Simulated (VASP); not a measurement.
Input of a VASP 6.6.1 run:

File INCAR:

```
PREC = Accurate
ENCUT = 520
EDIFF = 1E-7
ISMEAR = 0
SIGMA = 0.3
LREAL = False
LASPH = True
NELM = 80
ALGO = Fast
ISIF = 3
LWAVE = False
LCHARG = False
GGA = PE
IBRION = 2
NSW = 80
EDIFFG = -0.002
```

Contents of KPOINTS:

```
regular mesh
0
Gamma
  18 18 18
```

Contents of POSCAR:

```
Ag                                      
1.0
    0.0000000000      2.0733286303      2.0733286303
    2.0733286303     -0.0000000000      2.0733286303
    2.0733286303      2.0733286303      0.0000000000
  Ag            
     1
Direct
     0.0000000000000000    0.0000000000000000    1.0000000000000000
```

Potentials or basis: VASP PAW PBE potentials, release 64 (Ag).

The run is started by

```sh
$ cat potpaw_PBE.64/Ag/POTCAR > POTCAR
$ mpirun -np 1 vasp_std > vasp.out
```

(1) Predict the space group after relaxing (to 0.05 Å).

(2) Predict the relaxed volume.

(3) Predict the relaxed cell.

Answers

(1) Fm-3m (No. 225).

(2) 17.83 Å³/atom.

(3) a = 2.932 Å, b = 2.932 Å, c = 2.932 Å, α = 60.00°, β = 60.00°, γ = 60.00°.
